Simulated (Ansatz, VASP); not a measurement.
Two plane-wave programs on Ti

```
CELL_PARAMETERS angstrom
-1.54096 1.54096 1.54096
1.54096 -1.54096 1.54096
1.54096 1.54096 -1.54096
ATOMIC_POSITIONS crystal
Ti 0.00000 0.00000 0.00000
```

Alike in both runs: task single point; functional LDA; k mesh 16 × 16 × 16; occupations fermi-dirac, width 0.1 eV; no spin polarisation.

|  | VASP | Ansatz |
| --- | --- | --- |
| version | VASP 6.6.1 | Ansatz 0.2.0 |
| potentials or method | VASP PAW LDA potentials, release 64 (Ti_sv) | plane waves (420 eV) with PAW, scalar-relativistic |
| plane-wave cutoff (eV) | 520 | 420 |
| valence electrons in the cell | 12 | 12 |

|  | VASP | Ansatz | Ansatz less VASP |
| --- | --- | --- | --- |
| pressure (GPa) | 11.1 | 11.3 | +0.24 |

Ansatz warned: «pseudo_functional_mismatch».
